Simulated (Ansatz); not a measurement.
**A substitution series on C: F to Br**

On one C centre that keeps H, n of the F ligands are replaced by Br. The dipole moment y in D at wB97M-V/def2-TZVPP. Shapes, held fixed at every level: PBE0-D4/def2-TZVP. Programs: Ansatz 0.2.0.

| molecule | n | y (D) |
| --- | --- | --- |
| CHF3 | 0 | 1.56 |
| CHBrF2 | 1 | 1.37 |
| CHBr2F | 2 | ? |
| CHBr3 | 3 | 0.90 |

Q: Fit y = c + s·n to the known rows and predict CHBr2F.

A: 
1. Means of the 3 rows: n = 1.33333, y = 1.277.
2. Σ(Δn)² = 4.6667, Σ(Δn·Δy) = -1.0367, so the slope is -1.0367/4.6667 = -0.22215.
3. Intercept: 1.277 − (-0.22215) × 1.33333 = 1.573. The largest residual of the fit is 0.019.
4. CHBr2F: 1.573 + (-0.22215) × 2 = 1.13 D.

The run gave 1.15 D, so the prediction is off by -0.02 D, about the scatter of the fit. The steps per swap are -0.19, -0.22, -0.25 D. Other levels give for CHBr2F: PBE-D4/def2-TZVPP 1.07; r2SCAN-D4/def2-TZVPP 1.14 D. Relativity is left out for Br unless named.
